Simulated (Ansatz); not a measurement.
The system is Cu.

```
CELL_PARAMETERS angstrom
0.00000 1.80750 1.80750
1.80750 0.00000 1.80750
1.80750 1.80750 0.00000
ATOMIC_POSITIONS crystal
Cu 0.00000 0.00000 0.00000
```

Program: Ansatz 0.2.0. Alike in all runs: task single point; potentials or basis Ansatz PAW; no spin polarisation; cell as given; k mesh 13 × 13 × 13; cutoff (eV) 420.

Problem. Order these runs on this cell by their pressure, lowest first.
A. level PBEsol; smearing gaussian 0.1 eV
B. level LDA; smearing gaussian 0.02 eV
C. level RPBE; smearing gaussian 0.02 eV

Solution. B (-12.6 GPa), A (-6.6 GPa), C (6.6 GPa).

Caveats: the PAW data sets come from PBE, with cores solved anew for the run's functional, which leaves a small shift of forces and pressure.
